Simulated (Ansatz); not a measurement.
Here is an Ansatz 0.2.0 calculation.

File input.yaml:

```yaml
crystal:
  lattice:
    - [1.9815661262, 1.1440577364, 6.6610334788]
    - [-1.9815661262, 1.1440577364, 6.6610334788]
    - [0.0, -2.2881154728, 6.6610334788]
  atoms:
    - { symbol: Pt, position: [0.1296666667, 0.1296666667, 0.1296666667] }
    - { symbol: Pt, position: [0.8703333333, 0.8703333333, 0.8703333333] }
    - { symbol: Te, position: [0.402, 0.402, 0.402] }
    - { symbol: Te, position: [0.598, 0.598, 0.598] }
hamiltonian:
  xc: pbesol
  pseudopotentials: { kind: paw }
  dispersion: d4
kpoints:
  mp_grid: { grid: [8, 8, 8] }
scf:
  occupations: { method: fermi_dirac, width: 0.05 }
output:
  forces: true
  stress: true
relax:
  f_tol: 0.01
  max_steps: 40
  cell: { stress_tol: 0.05 }
```

Potentials or basis: Ansatz PAW.

The run is started by

```bash
$ ansatz run input.yaml --threads 2 --pin off --max-ram 5632MiB --backend cpu --events-out ev --progress --plain --runs-dir out
```

**Question.** What does it give for the relaxed cell?

**Answer.** a = 6.841 Å, b = 6.841 Å, c = 6.841 Å, α = 33.47°, β = 33.47°, γ = 33.47°.

**Question.** Predict the space group after relaxing (to 0.05 Å).

**Answer.** R-3m (No. 166).

**Question.** Estimate the relaxed volume.

**Answer.** 21.68 Å³/atom.

The path:
```csv
step,energy change (eV),largest force (eV/Å),volume (Å³)
1,0.0000,0.1857,90.60
2,-0.0341,0.1711,87.59
3,-0.0407,0.1225,87.23
4,-0.0431,0.0598,86.74
5,-0.0432,0.0291,86.65
6,-0.0434,0.0010,86.73
7,-0.0423,0.0013,86.73
```

Caveat: the plane-wave basis is chosen anew once the cell has moved, so the energies of steps on either side of that aren't comparable; the PAW data sets come from PBE, with cores solved anew for the run's functional, which leaves a small shift of forces and pressure. The run has no spin-orbit coupling, so splittings on Pt, Te are missing.
